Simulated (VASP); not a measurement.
# Sr in VASP: work function with PBEsol

Aim: the work function of Sr with PBEsol.

Program: VASP 6.6.1. These are calculated values, not measurements. Logs are shortened: lines on timing, memory, paths and dates and some standing lists are left out, and cuts for length are marked.

**1. Starting point**

The cell holds a slab with vacuum, 2 atoms: a = 4.299 Å, b = 4.299 Å, c = 23.510 Å, α = 90.00°, β = 90.00°, γ = 60.00°.

The cell was built by a generator and needn't be a form met in nature.

**2. Work function, PBEsol**

Contents of INCAR:

```
SYSTEM = Sr
PREC = Accurate
ENCUT = 520
EDIFF = 1E-6
ISMEAR = 1
SIGMA = 0.1
LREAL = .FALSE.
LASPH = .TRUE.
NELM = 60
ALGO = Fast
ISIF = 2
LWAVE = .FALSE.
LCHARG = .FALSE.
LDIPOL = .TRUE.
IDIPOL = 3
DIPOL = 0.5 0.5 0.500
GGA = PS
LVHAR = .TRUE.
LVACPOTAV = .TRUE.
```

Contents of KPOINTS:

```
regular mesh
0
G
  12 12 1
  0 0 0
```

Contents of POSCAR:

```
Sr
1.0
    4.2992092300      0.0000000000      0.0000000000
    2.1496046150      3.7232244090      0.0000000000
    0.0000000000      0.0000000000     23.5102896375
Sr
2
Direct
   -0.3333333333      0.6666666667      0.4253456743
    0.0000000000      0.0000000000      0.5746543257
```

Potentials or basis: VASP PAW PBE potentials, release 64 (Sr_sv).

Started as:

```
$ cat potpaw_PBE.64/Sr_sv/POTCAR > POTCAR
$ mpirun -np 1 vasp_std > vasp.out
```

OUTCAR:

```text
SYSTEM = Sr
   PREC = Accurate
   ENCUT = 520
   EDIFF = 1E-6
   ISMEAR = 1
   LREAL = .FALSE.
   LASPH = .TRUE.
   NELM = 60
   ISIF = 2
   GGA = PS

 ion  position               nearest neighbor table
   1  0.667  0.667  0.425-   2 4.30   2 4.30   2 4.30
   2  0.000  0.000  0.575-   1 4.30   1 4.30   1 4.30

  LATTYP: Found a hexagonal cell.
 ALAT       =     4.2992092297
 C/A-ratio  =     5.4685148783

  Lattice vectors:

 A1 = (  -2.1496046150,  -3.7232244090,   0.0000000000)
 A2 = (   4.2992092300,   0.0000000000,   0.0000000000)
 A3 = (   0.0000000000,   0.0000000000,  23.5102896375)

Analysis of symmetry for initial positions (statically):
=====================================================================
 Subroutine PRICEL returns:
 Original cell was already a primitive cell.

 Routine SETGRP: Setting up the symmetry group for a
 hexagonal supercell.

 Subroutine GETGRP returns: Found 12 space group operations
 (whereof  6 operations were pure point group operations)
 out of a pool of 24 trial point group operations.

The static configuration has the point symmetry C_3v.
 The point group associated with its full space group is D_3d.

Analysis of symmetry for dynamics (positions and initial velocities):
=====================================================================
 Subroutine PRICEL returns:
 Original cell was already a primitive cell.

 Routine SETGRP: Setting up the symmetry group for a
 hexagonal supercell.

 Subroutine GETGRP returns: Found 12 space group operations
 (whereof  6 operations were pure point group operations)
 out of a pool of 24 trial point group operations.

The dynamic configuration has the point symmetry C_3v.
 The point group associated with its full space group is D_3d.

 Subroutine INISYM returns: Found 12 space group operations
 (whereof  6 operations are pure point group operations),
 and found     1 'primitive' translations

----------------------------------------------------------------------------------------

                                     Primitive cell

  volume of cell :     376.3273

  direct lattice vectors                    reciprocal lattice vectors
     4.299209230  0.000000000  0.000000000     0.232600915 -0.134292201  0.000000000
     2.149604615  3.723224409  0.000000000     0.000000000  0.268584402  0.000000000
     0.000000000  0.000000000 23.510289638     0.000000000  0.000000000  0.042534567

  length of vectors
     4.299209230  4.299209230 23.510289638     0.268584402  0.268584402  0.042534567

  position of ions in fractional coordinates (direct lattice)
     0.666666667  0.666666667  0.425345674
     0.000000000  0.000000000  0.574654326

  ion indices of the primitive-cell ions
   primitive index   ion index
                 1           1
                 2           2

----------------------------------------------------------------------------------------

 KPOINTS: regular mesh

Automatic generation of k-mesh.
 Grid dimensions read from file:
 generate k-points for:   12   12    1

 Generating k-lattice:

  Cartesian coordinates                     Fractional coordinates (reciprocal lattice)
     0.019383410 -0.011191017  0.000000000     0.083333333 -0.000000000  0.000000000
     0.000000000  0.022382033  0.000000000     0.000000000  0.083333333  0.000000000
     0.000000000  0.000000000  0.042534567     0.000000000  0.000000000  1.000000000

  Length of vectors
     0.022382033  0.022382033  0.042534567

  Shift w.r.t. Gamma in fractional coordinates (k-lattice)
     0.000000000  0.000000000  0.000000000

 Subroutine IBZKPT returns following result:
 ===========================================

 Found     19 irreducible k-points:

 Following reciprocal coordinates:
            Coordinates               Weight
  0.000000  0.000000  0.000000      1.000000
  0.083333  0.000000  0.000000      6.000000
  0.166667  0.000000  0.000000      6.000000
  0.250000  0.000000  0.000000      6.000000
  0.333333  0.000000  0.000000      6.000000
  0.416667  0.000000  0.000000      6.000000
[... 11 lines left out ...]
 -0.416667  0.250000  0.000000     12.000000
 -0.333333  0.333333  0.000000      2.000000
   k-points           NKPTS =     19   k-points in BZ     NKDIM =     19   number of bands    NBANDS=     14
   number of dos      NEDOS =    301   number of ions     NIONS =      2
   total plane-waves  NPLWV = 184320
   dimension x,y,z NGX =    32 NGY =   32 NGZ =  180
   dimension x,y,z NGXF=    64 NGYF=   64 NGZF=  360
   ions per type =               2
   NGX,Y,Z   is equivalent  to a cutoff of  12.37, 12.37, 12.73 a.u.
   NGXF,Y,Z  is equivalent  to a cutoff of  24.75, 24.75, 25.46 a.u.
 SYSTEM =  Sr
   PREC   = accura    normal or accurate (medium, high low for compatibility)
   ISTART =      0    job   : 0-new  1-cont  2-samecut
   ICHARG =      2    charge: 1-file 2-atom 10-const
   ISPIN  =      1    spin polarized calculation?
   LNONCOLLINEAR =      F non collinear calculations
   LSORBIT =      F    spin-orbit coupling
   LASPH  =      T    aspherical Exc in radial PAW
   ENCUT  =  520.0 eV  38.22 Ry    6.18 a.u.   7.99  7.99 43.71*2*pi/ulx,y,z
   NELM   =     60;   NELMIN=  2; NELMDL= -5     # of ELM steps
   EDIFF  = 0.1E-05   stopping-criterion for ELM
   LREAL  =      F    real-space projection
   EDIFFG = 0.1E-04   stopping-criterion for IOM
   NSW    =      0    number of steps for IOM
   IBRION =     -1    ionic relax: 0-MD 1-quasi-New 2-CG
   NFREE  =      0    steps in history (QN), initial steepest desc. (CG)
   ISIF   =      2    stress and relaxation
   ISYM   =      2    0-nonsym 1-usesym 2-fastsym
   POTIM  = 0.5000    time-step for ionic-motion
   TEBEG  =    0.0;   TEEND  =   0.0 temperature during run
   PSTRESS=    0.0 pullay stress
   NELECT =      20.0000    total number of electrons
   NUPDOWN=      -1.0000    fix difference up-down
   EMIN   =  10.00;   EMAX   =-10.00  energy-range for DOS
   EFERMI =   0.00;   METHOD = LEGACY
   ISMEAR =     1;   SIGMA  =   0.10  broadening in eV -4-tet -1-fermi 0-gaus
   EFERMI_NEDOS =   21; number of points for ismear=-14 and -15
   IALGO  =     68    algorithm
   IMIX   =      4    mixing-type and parameters
     AMIX     =   0.40;   BMIX     =  1.00
     AMIX_MAG =   1.60;   BMIX_MAG =  1.00
  volume/ion in A,a.u.               =     188.16      1269.79
  Fermi-wavevector in a.u.,A,eV,Ry     =   0.615502  1.163130  5.154470  0.378843
  Thomas-Fermi vector in A             =   1.672895
   LORBIT       =      0    0 simple, 1 ext, 2 COOP (PROOUT), +10 PAW based schemes
   GGA     = PS    functional components
   LHFCALC =     F    Hartree Fock is set to
   AEXX    =    0.0000 exact exchange contribution
   IVDW    =     0    specifies the selected vdW correction
   LEPSILON=     F    determine dielectric tensor
   LRPA    =     F    only Hartree local field effects (RPA)
 non-spin polarized calculation
 RMM-DIIS sequential band-by-band and
 Methfessel and Paxton  Order N= 1 SIGMA  =   0.10
  energy-cutoff  :      520.00
  volume of cell :      376.33
 maximum number of plane-waves:     10166
   NGX = 15   NGY = 15   NGZ = 87

 number of electron      20.0000000 magnetization

 dipolmoment           0.000000      0.000000      0.000000 electrons x Angstroem

 Free energy of the ion-electron system (eV)
  ---------------------------------------------------
  ext. energy  EPLUGINS =         0.00000000
  ---------------------------------------------------
  free energy    TOTEN  =        -2.90803099 eV

  energy without entropy =       -2.90716628  energy(sigma->0) =       -2.90774275

 E-fermi :  -1.2399     XC(G=0):  -2.8710

 val. band max:       -1.2407114568   @ k =  -0.3333   0.3333   0.0000
 cond. band min:      -1.2307158823   @ k =   0.0833   0.0000   0.0000
 fundamental gap:      0.0099955745
 Fermi energy:        -1.2399374104

 k-point     1 :       0.0000    0.0000    0.0000
  band No.  band energies     occupation
      1     -38.2047      2.00000
      2     -38.1986      2.00000
      3     -20.3014      2.00000
      4     -20.2140      2.00000
      5     -20.0901      2.00000
      6     -20.0901      2.00000
      7     -20.0779      2.00000
      8     -20.0779      2.00000
      9      -4.5306      2.00000
     10      -3.3923      2.00000
     11      -1.2500      1.16983
     12      -0.7316     -0.00000
     13       0.1552     -0.00000
     14       0.8815      0.00000

 k-point     2 :       0.0833    0.0000    0.0000
  band No.  band energies     occupation
      1     -38.2040      2.00000
      2     -38.1981      2.00000
      3     -20.2990      2.00000
      4     -20.2145      2.00000
      5     -20.0990      2.00000
      6     -20.0927      2.00000
      7     -20.0871      2.00000
      8     -20.0798      2.00000
      9      -4.4338      2.00000
     10      -3.2940      2.00000
     11      -1.2307      0.84465
     12      -0.6860     -0.00000
     13       0.1892     -0.00000
     14       0.7049     -0.00000

 k-point     3 :       0.1667    0.0000    0.0000
  band No.  band energies     occupation
      1     -38.2023      2.00000
      2     -38.1969      2.00000
      3     -20.2924      2.00000
      4     -20.2163      2.00000
      5     -20.1230      2.00000
      6     -20.1120      2.00000
      7     -20.0996      2.00000
      8     -20.0850      2.00000
      9      -4.1516      2.00000
     10      -3.0101      2.00000
     11      -1.1695      0.07720
     12      -0.5737     -0.00000
     13       0.1946     -0.00000
     14       0.3883     -0.00000

 k-point     4 :       0.2500    0.0000    0.0000
  band No.  band energies     occupation
      1     -38.1998      2.00000
      2     -38.1953      2.00000
      3     -20.2831      2.00000
      4     -20.2208      2.00000
      5     -20.1544      2.00000
      6     -20.1448      2.00000
      7     -20.1089      2.00000
      8     -20.0923      2.00000
      9      -3.7102      2.00000
     10      -2.5776      2.00000
     11      -1.0830     -0.04892
     12      -0.5003     -0.00000
     13      -0.1988     -0.00000
     14       0.2567     -0.00000

 k-point     5 :       0.3333    0.0000    0.0000
  band No.  band energies     occupation
      1     -38.1972      2.00000
      2     -38.1937      2.00000
      3     -20.2737      2.00000
      4     -20.2303      2.00000
      5     -20.1827      2.00000
      6     -20.1753      2.00000
      7     -20.1180      2.00000
      8     -20.0996      2.00000
      9      -3.1561      2.00000
     10      -2.0791      2.00000
     11      -1.0110     -0.00562
[... 191 lines left out ...]
 k-point    17 :       0.5000    0.2500    0.0000
  band No.  band energies     occupation
      1     -38.1944      2.00000
      2     -38.1924      2.00000
      3     -20.2613      2.00000
      4     -20.2368      2.00000
      5     -20.1933      2.00000
      6     -20.1824      2.00000
      7     -20.1465      2.00000
      8     -20.1351      2.00000
      9      -2.3467      2.00000
     10      -1.2796      1.61570
     11      -0.9791     -0.00141
     12      -0.8243     -0.00000
     13      -0.6322     -0.00000
     14       0.0676     -0.00000

 k-point    18 :      -0.4167    0.2500    0.0000
  band No.  band energies     occupation
      1     -38.1931      2.00000
      2     -38.1921      2.00000
      3     -20.2540      2.00000
      4     -20.2421      2.00000
      5     -20.1962      2.00000
      6     -20.1831      2.00000
      7     -20.1599      2.00000
      8     -20.1476      2.00000
      9      -1.7713      2.00000
     10      -1.2848      1.68114
     11      -0.9715     -0.00098
     12      -0.7147     -0.00000
     13      -0.4556     -0.00000
     14      -0.0539     -0.00000

 k-point    19 :      -0.3333    0.3333    0.0000
  band No.  band energies     occupation
      1     -38.1923      2.00000
      2     -38.1923      2.00000
      3     -20.2464      2.00000
      4     -20.2464      2.00000
      5     -20.1923      2.00000
      6     -20.1707      2.00000
      7     -20.1707      2.00000
      8     -20.1665      2.00000
      9      -1.3218      1.98947
     10      -1.2407      1.01318
     11      -1.2407      1.01310
     12      -0.4819     -0.00000
     13      -0.2691     -0.00000
     14      -0.2611     -0.00000

------------------------ aborting loop because EDIFF is reached ----------------------------------------

  FORCE on cell =-STRESS in cart. coord.  units (eV):
  Direction    XX          YY          ZZ          XY          YZ          ZX
  --------------------------------------------------------------------------------------
  -------------------------------------------------------------------------------------
  Total       -0.4687642     -0.4687642     -0.8458502      0.0000000     -0.0000000      0.0000000
  in kB       -1.9957183     -1.9957183     -3.6011257      0.0000000     -0.0000000      0.0000000
  external PRESSURE =      -2.5308541 kB  Pullay stress =       0.0000000 kB

 VOLUME and BASIS-vectors are now :
 -----------------------------------------------------------------------------
  energy-cutoff  :      520.00
  volume of cell :      376.33
      direct lattice vectors                 reciprocal lattice vectors
     4.299209230  0.000000000  0.000000000     0.232600915 -0.134292201  0.000000000
     2.149604615  3.723224409  0.000000000     0.000000000  0.268584402  0.000000000
     0.000000000  0.000000000 23.510289638     0.000000000  0.000000000  0.042534567

 POSITION                                       TOTAL-FORCE (eV/Angst)
 -----------------------------------------------------------------------------------
      4.29921      2.48215     10.00000        -0.000000     -0.000000      0.243847
      0.00000      0.00000     13.51029         0.000000      0.000000     -0.243847
 -----------------------------------------------------------------------------------
    total drift:                               -0.000000     -0.000000      0.000001

  FREE ENERGIE OF THE ION-ELECTRON SYSTEM (eV)
  ---------------------------------------------------
  free  energy   TOTEN  =        -2.9080309873 eV

  energy  without entropy=       -2.9071662834  energy(sigma->0) =       -2.90774275

 vacuum level on the upper side and lower side of the slab         1.327         1.327
```

Run time: 4.1 min. Hardware: 1 thread of Intel Xeon Platinum 8259CL at 2.50GHz (Skylake/Cascade Lake), shared host; peak memory 0.47 GiB.

What came out:

* Free energy: -2.9080 eV
* Largest force: 0.244 eV/Å
* Band gap on the k mesh: none (metal or under the smearing width)
* Work function of the upper face: 2.57 eV
* Work function of the lower face: 2.57 eV

Forces in eV/Å, atoms in the order of the input:
```
Sr   0.000  0.000  0.244
Sr   0.000  0.000 -0.244
```

Caveat: the PAW data sets were made with another functional, which shifts forces and pressure a little.
